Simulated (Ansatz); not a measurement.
The system is Pb.

```
Pb
1.0
     0.01933    2.46287    2.45281
     2.50286   -0.00675    2.47889
     2.48132    2.46742    0.01479
Pb
1
Direct
  0.00000 0.00000 0.00000
```

The cell isn't the ideal one: cell sheared at random, sigma 0.01, atoms nudged by 0.01 Å.

Below is the output of Ansatz 0.2.0 for this cell. Logs are shortened: lines on timing, memory, paths and dates and some standing lists are left out, and cuts for length are marked.

```text
Warning: RAYON_NUM_THREADS=1 ignored (pool sized by the plan → 1); use --threads N
Pb: projections on atomic orbitals take those of the free atom 1s2 2s2 2p6 3s2 3p6 3d10 4s2 4p6 4d10 4f14 5s2 5p6 5d10 6s2 6p2, of charge +0.00 (hamiltonian.pseudopotentials.projection_atoms)
LAPW: plane waves up to 6.446 Å⁻¹, error target 1.0e-3 eV per atom; small_component_spin mean_spin; Pb in spheres of 1.732 Å, 36 of its electrons in bands, Dirac shells [] (how accurate: hamiltonian.pseudopotentials.lapw.basis_error, Limitations)
Engine: ansatz 0.2.0, aarch64-unknown-linux-gnu
Pseudopotentials: kind: all_electron
Pseudopotential: Pb, LAPW, valence charge 36, lapw/all_electron/scalar/gaussian/Pb, Koelling and Harmon's equation, gaussian nucleus
Functional definition: PBE
  parameter kappa = 0.804
  parameter beta = 0.06672455060314922
  exchange = pbe_x(kappa = kappa, mu = beta*pi^2/3)
  correlation = pbe_c(beta = beta)
Crystal: 1 atoms, lattice volume = 30.128 Å³
Basis set: ecut = 158.31362632115065 eV, 137 PW (Γ), exchange–correlation at level 2
Bands: 22, of which v1, the nominal top of the filled ones, is band 18 counted from 1 (17 counted from 0)
Symmetry: 2 space group operations
Space group: P-1 (ITA 2), of the structure as read, at distance tolerance 3.1e-5 Å
k-points: 365 of 729
Non-local potential: Pb, projectors of the file, none
Initial density: superposition of atomic densities (chi_scale 0.1, normalization cell)
Initial wavefunctions: plane waves of lowest kinetic energy (no species holds an atomic orbital)
Functional: x = pbe(κ = 0.804, μ = 0.2195149727645171), c = pbe(β = 0.06672455060314922)
iter 1 solved again at ethr=7.23e-6 eV; its pass at ethr=1.00e-1 eV (dr2=2.60e-3 eV) is discarded
SCF iter   1: F=—  HF=-568066.612541 eV  |F-HF|=—  |Δ(HF+E_count)|=         —  Δρ=3.37e-3  dr2=2.64e-3  ethr=7.23e-6  ⟨swp⟩=3.9  Hψ=54117  notcnv=0
preconditioner: auto → Kerker (q_TF=auto, 2.810 Å⁻¹)  [metal: Δε(μ)=0.026 eV  Ē_g=19.789 eV  σ=0.050 eV  W_gap=0.13  n_scr=14 (ndim 8)  ℏωp=25.3 eV  f_vac=0.032  D(μ)=0.38/eV (n_scr^D=0)]
SCF iter   2: F=—  HF=-568066.601509 eV  |F-HF|=—  |Δ(HF+E_count)|=   1.10e-2  Δρ=2.07e-3  dr2=1.23e-3  ethr=7.23e-6  ⟨swp⟩=2.0  Hψ=23739  notcnv=0
SCF iter   3: F=—  HF=-568066.601076 eV  |F-HF|=—  |Δ(HF+E_count)|=   4.33e-4  Δρ=1.37e-3  dr2=6.19e-4  ethr=3.40e-6  ⟨swp⟩=2.0  Hψ=23734  notcnv=0
SCF iter   4: F=—  HF=-568066.601119 eV  |F-HF|=—  |Δ(HF+E_count)|=   4.28e-5  Δρ=7.53e-4  dr2=2.18e-4  ethr=1.72e-6  ⟨swp⟩=2.0  Hψ=23734  notcnv=0
SCF iter   5: F=—  HF=-568066.601192 eV  |F-HF|=—  |Δ(HF+E_count)|=   7.26e-5  Δρ=3.07e-4  dr2=3.95e-5  ethr=6.06e-7  ⟨swp⟩=2.0  Hψ=23734  notcnv=0
iter 6 solved again at ethr=1.95e-9 eV; its pass at ethr=1.10e-7 eV (dr2=7.03e-7 eV) is discarded
SCF iter   6: F=—  HF=-568066.601203 eV  |F-HF|=—  |Δ(HF+E_count)|=   1.16e-5  Δρ=5.50e-5  dr2=7.04e-7  ethr=1.95e-9  ⟨swp⟩=2.0  Hψ=40246  notcnv=0
SCF iter   7: F=-568066.601204 eV  HF=-568066.601204 eV  |F-HF|=3.06e-8  |Δ(HF+E_count)|=   3.98e-7  Δρ=1.33e-5  dr2=4.33e-8  ethr=1.95e-9  ⟨swp⟩=2.9  Hψ=24183  notcnv=0
SCF 1 converged in 7 iterations: F = -568066.601204 eV  dr2 = 4.33e-8
SCF converged after 7 iterations
Free energy (F): -568066.601204 eV
Harris-Foulkes:  -568066.601204 eV  (|F-HF|=3.06e-8)
Internal energy: -568066.598084 eV  (E = F + TS)
E sigma→0 (E₀):  -568066.599644 eV
Entropy (-TS):   -0.003120 eV (-3.120 meV/atom)
Fermi energy:    15.648723 eV
--- Per-component energies (eV) ---
  E_band       = -2191.677894
  E_kinetic    = 654971.847838
  E_xc         = -10580.727834
  E_electrostatic = -1212457.718088  (all electrons and nuclei)
  E_smearing   = -0.003120  (= −TS)
  E_closure    = 0.000000  (closes the sum)
  E_atoms      = -568063.043352  (free atoms, spherical and without spin; not in F)
  Σ components = -568066.601204   (vs F -568066.601204, Δ=0.00e0)
  Basis errors (estimates in eV, not in F): energy 2.1e-4 per atom: plane waves 2.0e-4 (1.0e-4 summed), levels above the bands 2.0e-99, relativity 4.5e-8, radial functions 2.5e-6, core shells 1.4e-9; eigenvalues (radial functions only) 1.4e-5; not estimated: angular momenta, meshes, grids; target (lapw.basis_error) 1.0e-3; muffin-tin radii Pb 1.732 Å
--- Forces (eV/Å), atoms counted from 1 ---
  atom   1  Pb     0.00000000     0.00000000     0.00000000
  max |Σ_I F_I| component: 0.00e0 eV/Å
--- Stress (GPa, compression-positive) ---
        2.504143       0.045252      -0.589677
        0.045252       2.649540       0.163370
       -0.589677       0.163370       2.723330
  P = ⅓ Tr σ = 2.6257 GPa (26.257 kbar)
--- Band table (eV; the first three rows and the last of 365) ---
  k-point 0: bands = ["-123.8587", "-112.8897", "-112.8897", "-112.8895", "-112.8892", "-112.8891", "-112.8885", "-112.8885", "-65.6939", "-65.6925", "-65.6914", "-1.3107", "-1.3002", "-1.2883", "-1.1601", "-1.1518", "3.9968", "23.0601", "23.2526", "23.4517", "25.5633", "27.1757"]
  k-point 1: bands = ["-123.8587", "-112.8897", "-112.8897", "-112.8895", "-112.8892", "-112.8891", "-112.8885", "-112.8885", "-65.6940", "-65.6927", "-65.6917", "-1.2989", "-1.2912", "-1.2738", "-1.1605", "-1.1533", "4.2389", "20.9799", "22.7903", "23.0396", "25.1462", "28.0607"]
  k-point 2: bands = ["-123.8587", "-112.8897", "-112.8897", "-112.8895", "-112.8892", "-112.8891", "-112.8885", "-112.8885", "-65.6943", "-65.6933", "-65.6922", "-1.3031", "-1.2723", "-1.2504", "-1.1371", "-1.1331", "4.9641", "17.4713", "22.1948", "22.4117", "24.7944", "27.6137"]
  k-point 364: bands = ["-123.8587", "-112.8897", "-112.8897", "-112.8895", "-112.8892", "-112.8891", "-112.8885", "-112.8885", "-65.6952", "-65.6946", "-65.6930", "-1.3169", "-1.2889", "-1.2545", "-1.0423", "-1.0237", "7.8761", "11.8662", "19.3252", "20.9497", "24.1083", "26.5939"]
--- Löwdin populations: 1 site ---
  site symbol       q [e]
     0     Pb     81.9788
  spilling = 0.000258 (of n_electrons = 82.000000)
```

Write the input and the command behind it.

Single point with PBE, no spin polarisation. The files as run (others can give the same):

input.yaml
```yaml
crystal:
  lattice:
    - [0.01933363, 2.46286993, 2.45281136]
    - [2.50285714, -0.00674656, 2.47889155]
    - [2.4813249, 2.46741788, 0.01478568]
  atoms:
    - { symbol: Pb, position: [0.0, 0.0, 0.0] }
kpoints:
  mp_grid: { grid: [9, 9, 9] }
scf:
  occupations: { method: fermi_dirac, width: 0.05 }
hamiltonian:
  xc: pbe
  pseudopotentials: { kind: all_electron, lapw: { basis_error: 0.001 } }
output:
  forces: true
  stress: true
  eigenvalues: true
  populations: true
```

Potentials or basis: all-electron LAPW, scalar-relativistic.
Launch:
```sh
$ ansatz run input.yaml --threads 1 --pin off --max-ram 3072MiB --backend cpu --events-out ev --progress --plain --runs-dir out
```
